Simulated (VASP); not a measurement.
Si:

```
CELL_PARAMETERS angstrom
2.62054 0.00000 0.00000
-1.31027 2.26946 0.00000
0.00000 0.00000 2.46635
ATOMIC_POSITIONS crystal
Si 0.00000 0.00000 0.00000
```

This isn't the form of Si at room conditions, which is diamond.

* Program: VASP 6.6.1
* Task: relaxation of cell and atoms
* Functional: PBE
* Potentials or basis: VASP PAW PBE potentials, release 64 (Si)
* Cutoff: 600 eV
* k mesh: 12 × 12 × 11
* Occupations: fermi-dirac, width 0.05 eV
* Spin: no spin polarisation

At the start: pressure 3.0 GPa; volume 14.67 Å³/atom.

How do energy, volume and symmetry change on relaxing?

Over 7 steps the energy falls by 4.9 meV/atom and the volume is 15.05 Å³/atom (+2.6 %); space group P6/mmm (No. 191, to 0.05 Å).

The path:
```tsv
step	energy change (eV)	largest force (eV/Å)	pressure (GPa)	volume (Å³)
1	0.0000	0.0000	3.04	14.67
2	-0.0030	0.0000	-1.60	15.26
3	-0.0049	0.0000	0.07	15.03
4	-0.0049	0.0000	0.12	15.03
5	-0.0049	0.0000	0.03	15.04
6	-0.0049	0.0000	0.05	15.04
7	-0.0049	0.0000	-0.02	15.05
```

Final structure:
```
Si
1.0
     2.63313    0.00000    0.00000
    -1.31656    2.28036    0.00000
     0.00000    0.00000    2.50569
Si
1
Direct
  0.00000 0.00000 0.00000
```
